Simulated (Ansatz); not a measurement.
**Ti3Si under changes of volume**

One of the cells (15.544 Å³/atom); the others are scaled copies at fixed shape and fractional positions:

```xyz
4
Lattice="0.0000 3.1444 3.1444 3.1444 0.0000 3.1444 3.1444 3.1444 0.0000" Properties=species:S:1:pos:R:3 pbc="T T T"
Ti    0.0000    0.0000    0.0000
Ti    1.5722    1.5722    1.5722
Ti    4.7165    4.7165    4.7165
Si    3.1444    3.1444    3.1444
```

The cell comes from a database or a generator and needn't be the stable form of this composition.

```yaml
Program: Ansatz 0.2.0
Functional: r2SCAN
Potentials_or_basis: Ansatz PAW
Cutoff: "500 eV (not typed: the program's choice for these potentials)"
k_mesh: 7 × 7 × 7
Occupations: fermi-dirac, width 0.05 eV
Spin: no spin polarisation
```

```tsv
volume (Å³/atom)	energy over the lowest point (meV/atom)	pressure (GPa)
14.611	15.11	7.3
14.922	4.42	3.9
15.233	0.00	0.8
15.544	1.27	-2.0
15.855	7.70	-4.5
16.166	18.77	-6.8
16.477	?	?
```

Task: What does the run at 16.477 Å³/atom give?

Result: Energy over the lowest point 34.08 meV/atom; pressure -8.9 GPa.

Worked out: A Birch-Murnaghan fit of order 3 (a polynomial in V^(-2/3)) to the other rows has its minimum at 15.32 Å³/atom with B0 = V·E''(V) = 140 GPa and B' = 3.9. It gives 34.07 meV/atom at 16.477 Å³/atom, against the run's 34.08, and -dE/dV = -8.9 GPa, against -8.9.

Energies are extrapolated to zero smearing.

Caveats: the PAW data sets come from PBE, with cores solved anew for the run's functional, which leaves a small shift of forces and pressure.
